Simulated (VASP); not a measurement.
Input of a VASP 6.6.1 run:

The input INCAR:

```
  PREC = Accurate
  ENCUT = 520
  EDIFF = 1E-7
  ISMEAR = 0
  SIGMA = 0.02
  LREAL = False
  LASPH = True
  NELM = 80
  ALGO = Normal
  ISIF = 2
  LWAVE = False
  LCHARG = False
  METAGGA = R2SCAN
  LMIXTAU = True
```

Contents of KPOINTS:

```
regular mesh
0
Gamma
  10 10 10
```

POSCAR

```
MgS
1.0
    0.0000000000      2.6016500000      2.6016500000
    2.6016500000      0.0000000000      2.6016500000
    2.6016500000      2.6016500000      0.0000000000
S Mg
1 1
Direct
    0.5000000000      0.5000000000      0.5000000000
    0.0000000000      0.0000000000      0.0000000000
```

Contents of KPOINTS_OPT:

```
path GXWKGLUWLK,UX
15
line-mode
reciprocal
 0.0000000000  0.0000000000  0.0000000000  G
 0.5000000000  0.0000000000  0.5000000000  X

 0.5000000000  0.0000000000  0.5000000000  X
 0.5000000000  0.2500000000  0.7500000000  W

 0.5000000000  0.2500000000  0.7500000000  W
 0.3750000000  0.3750000000  0.7500000000  K

 0.3750000000  0.3750000000  0.7500000000  K
 0.0000000000  0.0000000000  0.0000000000  G

 0.0000000000  0.0000000000  0.0000000000  G
 0.5000000000  0.5000000000  0.5000000000  L

 0.5000000000  0.5000000000  0.5000000000  L
 0.6250000000  0.2500000000  0.6250000000  U

 0.6250000000  0.2500000000  0.6250000000  U
 0.5000000000  0.2500000000  0.7500000000  W

 0.5000000000  0.2500000000  0.7500000000  W
 0.5000000000  0.5000000000  0.5000000000  L

 0.5000000000  0.5000000000  0.5000000000  L
 0.3750000000  0.3750000000  0.7500000000  K

 0.6250000000  0.2500000000  0.6250000000  U
 0.5000000000  0.0000000000  0.5000000000  X
```

Potentials or basis: VASP PAW PBE potentials, release 64 (S, Mg).

The run is started by

```sh
$ cat potpaw_PBE.64/S/POTCAR potpaw_PBE.64/Mg/POTCAR > POTCAR
$ mpirun -np 1 vasp_std > vasp.out
```

**Question.** What does it give for the pressure?

**Answer.** -0.5 GPa.

**Question.** What does it give for the band gap along the path?

**Answer.** 3.43 eV, indirect (least direct gap 4.61 eV).

**Question.** Estimate the band gap on the k mesh.

**Answer.** 3.43 eV, indirect (least direct gap 4.61 eV).

Levels at the corners of the path, in eV from the valence-band top:
```tsv
point	band 1	band 2	band 3	band 4	band 5	band 6	band 7	band 8
Γ	-13.18	0.00	0.00	0.00	4.61	8.53	8.53	8.53
X	-11.47	-4.27	-1.73	-1.73	3.43	4.93	13.14	13.49
X	-11.47	-4.27	-1.73	-1.73	3.43	4.93	13.14	13.49
W	-11.42	-3.28	-3.28	-2.35	5.90	8.63	8.63	8.81
W	-11.42	-3.28	-3.28	-2.35	5.90	8.63	8.63	8.81
K	-11.47	-3.76	-3.20	-1.40	4.54	7.34	10.43	10.94
K	-11.47	-3.76	-3.20	-1.40	4.54	7.34	10.43	10.94
Γ	-13.18	0.00	0.00	0.00	4.61	8.53	8.53	8.53
Γ	-13.18	0.00	0.00	0.00	4.61	8.53	8.53	8.53
L	-11.85	-4.88	-0.62	-0.62	5.22	7.50	7.50	11.23
L	-11.85	-4.88	-0.62	-0.62	5.22	7.50	7.50	11.23
U	-11.47	-3.76	-3.20	-1.40	4.54	7.34	10.43	10.94
U	-11.47	-3.76	-3.20	-1.40	4.54	7.34	10.43	10.94
W	-11.42	-3.28	-3.28	-2.35	5.90	8.63	8.63	8.81
W	-11.42	-3.28	-3.28	-2.35	5.90	8.63	8.63	8.81
L	-11.85	-4.88	-0.62	-0.62	5.22	7.50	7.50	11.23
L	-11.85	-4.88	-0.62	-0.62	5.22	7.50	7.50	11.23
K	-11.47	-3.76	-3.20	-1.40	4.54	7.34	10.43	10.94
U	-11.47	-3.76	-3.20	-1.40	4.54	7.34	10.43	10.94
X	-11.47	-4.27	-1.73	-1.73	3.43	4.93	13.14	13.49
```

Caveat: the PAW data sets were made with another functional, which shifts forces and pressure a little. r2SCAN opens gaps a little over a GGA but as a rule still falls short of measured ones.
